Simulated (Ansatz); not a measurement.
# NbAs (rocksalt): a single-point run

The task is a single-point run on NbAs (rocksalt). The structure is shown as the input types it.

Program: Ansatz 0.2.0. Level of theory: DFT r2SCAN, scalar-relativistic, plane waves, PAW. These are calculated values, not measurements.

1 further run of the same task is left out (it didn't finish). Runs told in other sessions of the task aren't counted.

### Step 1. Starting point

Symmetry: Fm-3m, No. 225, cubic system. The conventional cell has a = 5.259 Å, b = 5.259 Å, c = 5.259 Å, α = 90.00°, β = 90.00°, γ = 90.00°. Nb (site symmetry m-3m) is surrounded by 6 As at 2.63 Å. Around As (site symmetry m-3m) lie 6 Nb at 2.63 Å.

The input asks for a charge of -4 e on the cell.

As a file:

```cif
data_structure
_symmetry_space_group_name_H-M 'P 1'
_symmetry_Int_Tables_number 1
_cell_length_a 3.7185
_cell_length_b 3.7185
_cell_length_c 3.7185
_cell_angle_alpha 60.000
_cell_angle_beta 60.000
_cell_angle_gamma 60.000
_cell_volume 36.36
loop_
_atom_site_label
_atom_site_type_symbol
_atom_site_fract_x
_atom_site_fract_y
_atom_site_fract_z
_atom_site_occupancy
Nb1 Nb 0.50000 0.50000 0.50000 1
As1 As 0.00000 0.00000 0.00000 1
```

### Step 2. Running it

The input, input.yaml:

```yaml
crystal:
  lattice:
    - [0.0, 2.6293547051, 2.6293547051]
    - [2.6293547051, 0.0, 2.6293547051]
    - [2.6293547051, 2.6293547051, 0.0]
  atoms:
    - { symbol: Nb, position: [0.5, 0.5, 0.5] }
    - { symbol: As, position: [0.0, 0.0, 0.0] }
basis:
  ecutwfc: 500
  ecutrho_ratio: 4
kpoints:
  mp_grid: { grid: [12, 12, 12] }
hamiltonian:
  xc: r2scan
scf:
  occupations: { method: gaussian, width: 0.05 }
  max_iter: 80
output:
  forces: true
  stress: true
total_charge: -4
```

Command:

```
ansatz run input.yaml --threads 2 --pin off --max-ram 2662MiB --backend cpu --events-out ev --progress --plain --runs-dir out
```

What happens when this is run?

This run ends as converged. It gives a pressure of -36 GPa, which is large.

In the input, total_charge is -4. The typed charge changes the electron count, so this is no longer the system that was meant.

The test: delete total_charge (the default then holds).
